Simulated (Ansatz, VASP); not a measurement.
Al: VASP beside Ansatz

Contents of INCAR:

```
SYSTEM = Al
PREC = Accurate ; ENCUT = 520
EDIFF = 1E-6 ; ISMEAR = 0
SIGMA = 0.1 ; LREAL = .False.
LASPH = .True. ; NELM = 100
ALGO = Normal ; ISIF = 2
LWAVE = .False. ; LCHARG = .True.
LELF = .True. ; LVHAR = .True.
NBANDS = 10
```

Contents of KPOINTS:

```
Automatic mesh
0
Gamma
  14 14 7
  0 0 0
```

Contents of POSCAR:

```
Al
1.0
    2.8124553500      0.0000000000      0.0000000000
   -1.4062276800      2.4356577800      0.0000000000
    0.0000000000      0.0000000000      4.8668500000
Al
2
Direct
    0.6666666712      0.3333333306      0.7500000000
    0.3333333323      0.6666666694      0.2500000000
```

Input for Ansatz:

```yaml
crystal:
  lattice:
    - [2.81245535, 0.0, 0.0]
    - [-1.40622768, 2.43565778, 0.0]
    - [0.0, 0.0, 4.86685]
  atoms:
    - { symbol: Al, position: [0.6666666712241309, 0.33333333059622194, 0.75] }
    - { symbol: Al, position: [0.333333332331481, 0.6666666694037781, 0.25] }
kpoints:
  mp_grid:
    grid: [14, 14, 7]
hamiltonian:
  xc: lda
  pseudopotentials:
    kind: all_electron
    lapw: {}
scf:
  occupations:
    method: gaussian
    width: 0.1
output:
  forces: true
  stress: true
  eigenvalues: true
```

This isn't the form of Al at room conditions, which is fcc.

Alike in both runs: task single point; functional LDA; k mesh 14 × 14 × 7; occupations gaussian, width 0.1 eV; no spin polarisation.

|  | VASP | Ansatz |
| --- | --- | --- |
| version | VASP 6.6.1 | Ansatz 0.2.0 |
| potentials or method | VASP PAW LDA potentials, release 64 (Al) | all-electron (LAPW or listed datasets) |
| plane-wave cutoff (eV) | 520 | see its input |

```tsv
	VASP	Ansatz	Ansatz less VASP
gap on the k mesh at the Fermi level (eV)	none	none	-
pressure (GPa)	-3.0	-3.0	-0.03
largest component of the traceless stress (GPa)	1.12	1.10	-0.016
```

A gap of «none» marks a metal or a gap that the smearing closes. Ansatz ran all-electron here, so the differences hold the error of VASP's frozen core and of both bases.
